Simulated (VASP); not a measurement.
The system is NaF (Villiaumite).

```
CELL_PARAMETERS angstrom
0.00000 2.32000 2.32000
2.32000 0.00000 2.32000
2.32000 2.32000 0.00000
ATOMIC_POSITIONS crystal
Na 0.00000 0.00000 0.00000
F 0.50000 0.50000 0.50000
```

Base run:

* Program: VASP 6.6.1
* Functional: TB-mBJ
* Potentials or basis: VASP PAW PBE potentials, release 64 (Na_pv, F)
* Cutoff: 520 eV
* k mesh: 10 × 10 × 10
* Occupations: gaussian, width 0.02 eV
* Spin: no spin polarisation

Its results: band gap on the k mesh 11.05 eV, direct.

Q: The run is repeated on the same cell with these changes: functional from TB-mBJ to r2SCAN. What comes out?

A: Band gap on the k mesh 7.15 eV, direct.

Not every run made on this cell is shown here.
